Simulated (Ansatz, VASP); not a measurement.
**Cu: VASP beside Ansatz**

File INCAR:

```
PREC = Accurate
ENCUT = 520
EDIFF = 1E-6
ISMEAR = -1
SIGMA = 0.1
LREAL = False
LASPH = True
NELM = 80
ALGO = Normal
ISIF = 2
LWAVE = False
LCHARG = True
LELF = True
LVHAR = True
NBANDS = 12
```

Contents of KPOINTS:

```
Automatic mesh
0
Gamma
  18 18 18
```

POSCAR

```
Cu
1.0
   -1.4341851375      1.4341851375      1.4341851375
    1.4341851375     -1.4341851375      1.4341851375
    1.4341851375      1.4341851375     -1.4341851375
Cu
1
Direct
    0.0000000000      0.0000000000      0.0000000000
```

Input for Ansatz:

```yaml
crystal:
  lattice:
    - [-1.4341851375, 1.4341851375, 1.4341851375]
    - [1.4341851375, -1.4341851375, 1.4341851375]
    - [1.4341851375, 1.4341851375, -1.4341851375]
  atoms:
    - { symbol: Cu, position: [0.0, 0.0, 0.0] }
hamiltonian:
  xc: lda
  pseudopotentials:
    kind: paw
    azcp:
      Cu: "pseudopotentials/Cu.paw.azcp"
basis:
  ecutwfc: 420
  fft_grid_basis: typed
kpoints:
  mp_grid: { grid: [18, 18, 18], shift: [0, 0, 0] }
magnetization:
  spin_polarized: false
scf:
  occupations: { method: fermi_dirac, width: 0.1 }
  lower_state_search: "off"
output:
  stress: true
  write_density: true
  write_potential: true
  elf: true
  volumetric_format: npy
```

Alike in both runs: task single point; functional LDA; k mesh 18 × 18 × 18; occupations fermi-dirac, width 0.1 eV; no spin polarisation.

```csv
,VASP,Ansatz
version,VASP 6.6.1,Ansatz 0.2.0
potentials or method,"VASP PAW LDA potentials, release 64 (Cu)","plane waves (420 eV) with PAW, scalar-relativistic"
plane-wave cutoff (eV),520,420
valence electrons in the cell,11,19
```

```tsv
	VASP	Ansatz	Ansatz less VASP
pressure (GPa)	-10.9	-11.8	-0.84
```

The two sets of potentials don't hold the same shells in valence. Ansatz warned: «pseudo_functional_mismatch».
